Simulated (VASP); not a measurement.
**TiN: relaxation of cell and atoms with r2SCAN**

TiN:

```
Ti N
1.0
     0.00000    2.11980    2.11980
     2.11980    0.00000    2.11980
     2.11980    2.11980    0.00000
Ti N
1 1
Direct
  0.00000 0.00000 0.00000
  0.50000 0.50000 0.50000
```

| Item | Value |
| --- | --- |
| Program | VASP 6.6.1 |
| Task | relaxation of cell and atoms |
| Functional | r2SCAN |
| Potentials or basis | VASP PAW PBE potentials, release 64 (Ti_sv, N) |
| Cutoff | 520 eV |
| k mesh | 12 × 12 × 12 |
| Occupations | gaussian, width 0.02 eV |
| Spin | no spin polarisation |
| Further INCAR settings | ALGO = Normal; EDIFF = 1e-07; IBRION = 2; EDIFFG = -0.002; NSW = 80; ISIF = 3 |

```json
{"Pressure after relaxing": "0.0 GPa", "Band gap on the k mesh": "none (metal or under the smearing width)"}
```

Final structure:
```yaml
crystal:
  lattice:
    - [0.00000, 2.11980, 2.11980]
    - [2.11980, 0.00000, 2.11980]
    - [2.11980, 2.11980, 0.00000]
  atoms:
    - { symbol: Ti, position: [0.00000, 0.00000, 0.00000] }
    - { symbol: N, position: [0.50000, 0.50000, 0.50000] }
```

Levels at points of the mesh, in eV from the Fermi level:
```csv
k point,band 6,band 7,band 8,band 9,band 10,band 11,band 12
"(0.00, 0.00, 0.00)",-2.33,-2.33,-2.33,-0.57,-0.57,-0.57,0.63
"(0.50, 0.00, 0.00)",-8.46,-5.87,-5.87,1.78,1.78,2.49,5.99
"(0.50, 0.50, 0.00)",-6.22,-3.57,-3.57,-3.05,1.71,2.49,2.49
```

Run time: 52 s on 1 thread of Intel(R) Xeon(R) Platinum 8488C (Sapphire Rapids), on a shared host, peak memory 0.16 GiB.

Caveat: the relaxation stopped at its first step, so nothing moved; the PAW data sets were made with another functional, which shifts forces and pressure a little.
